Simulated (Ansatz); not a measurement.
# Ni3Ge under pressure: fit and missing row

Ni3Ge, Pm-3m, a = 3.525 Å. The structure is a Materials Project entry; whether it is the stable form wasn't checked. Ansatz: PBEsol, PAW, 420 eV, Γ-centred 12×12×12 mesh on 4 atoms, Gaussian smearing 0.10 eV; no spin polarisation. Cell and atoms are relaxed at each pressure, and no other structure is tried, so the rows at high pressure may lie past a change of phase.

| V (Å³/atom) | P (GPa) |
| --- | --- |
| ? | 60.01 |
| 9.846 | 30.00 |
| 10.318 | 15.00 |
| 10.587 | 8.00 |
| 10.803 | 3.04 |
| 10.949 | 0.01 |
| 11.104 | -2.96 |

Question: Take V0 = 10.949 Å³/atom, count pressures from its P0 = 0.01 GPa, fit the third-order Birch–Murnaghan form to the other rows, and predict the missing volume.

Answer: With the Eulerian strain f = ½[(V0/V)^(2/3) − 1] and y = (P − P0)/[3f(1 + 2f)^(5/2)], the form is the line y = B0 + 1.5 B0 (B0′ − 4) f. Rows (f, y): 0.03668, 228.3; 0.02018, 224.3; 0.01133, 222.3; 0.00449, 220.0; -0.00466, 217.5. Means f = 0.01360, y = 222.48; Σ(Δf)² = 0.0009976, ΣΔfΔy = 0.2602; the slope is their ratio. y = 218.9 + 260.9 f GPa, so B0 = 218.9 GPa and B0′ = 4 + 2 × (260.9)/(3 × 218.9) = 4.79. P = 60.01 GPa is met at f = 0.06312 (y = 235.37), so V = V0 (1 + 2f)^(−3/2) = 9.161 Å³/atom. The run gave 9.158 Å³/atom, so the fit is 0.003 Å³/atom too high, a small miss on the scale of the series. The form still works here, 91 % of the fitted range beyond its end.